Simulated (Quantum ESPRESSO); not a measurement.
Crystal: WS2 (Tungstenite).

```
W S
1.0
     3.18000    0.00000    0.00000
    -1.59000    2.75396    0.00000
     0.00000    0.00000   12.50000
W S
2 4
Cartesian
  1.5900 0.9180 9.3750
  0.0000 1.8360 3.1250
  1.5900 0.9180 4.6875
  0.0000 1.8360 10.9375
  1.5900 0.9180 1.5625
  0.0000 1.8360 7.8125
```

Base run:

- Program: Quantum ESPRESSO 7.5
- Functional: PBEsol
- Potentials or basis: GBRV 1.5 PBEsol
- Cutoff: 762 eV
- Density cutoff: 6095 eV
- k mesh: 10 × 10 × 3
- Occupations: fermi-dirac, width 0.05 eV
- Spin: no spin polarisation

Its results: band gap on the k mesh 1.08 eV, indirect (least direct gap 2.07 eV); pressure -2.5 GPa; largest force 0.124 eV/Å.

Q: The run is repeated on the same cell with these changes: functional from PBEsol to LDA; potentials or basis from GBRV 1.5 PBEsol to GBRV 1.5 LDA. What comes out?

A: Band gap on the k mesh 1.04 eV, indirect (least direct gap 2.06 eV); pressure -5.3 GPa; largest force 0.310 eV/Å.

Caveats: spin-orbit coupling is left out, which moves the levels of the heavy elements; an odd mesh through Γ misses points on the zone boundary, where band edges often lie (some runs); this functional lacks dispersion, which binds the layers, so the pressure and a relaxed spacing across them are unreliable (some runs).
